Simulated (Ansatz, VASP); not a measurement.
**One calculation of CaSe, two programs**

```xyz
2
Lattice="0.0000 2.8562 2.8562 2.8562 0.0000 2.8562 2.8562 2.8562 0.0000" Properties=species:S:1:pos:R:3 pbc="T T T"
Ca    0.0000    0.0000    0.0000
Se    2.8562    2.8562    2.8562
```

Alike in both runs: task single point; functional PBE; k mesh 8 × 8 × 8; occupations gaussian, width 0.02 eV; no spin polarisation.

|  | VASP | Ansatz |
| --- | --- | --- |
| version | VASP 6.6.1 | Ansatz 0.2.0 |
| potentials or method | VASP PAW PBE potentials, release 64 (Ca_sv, Se) | scalar-relativistic, plane waves, PAW |
| plane-wave cutoff (eV) | 520 | 420 |
| valence electrons in the cell | 16 | 26 |

```tsv
	VASP	Ansatz	Ansatz less VASP
gap on the k mesh at the Fermi level (eV)	1.73	1.75	+0.014
least direct gap on the mesh (eV)	2.77	2.78	+0.012
pressure (GPa)	8.1	7.8	-0.27
```

The two sets of potentials don't hold the same shells in valence.

A k mesh can miss the band edges.
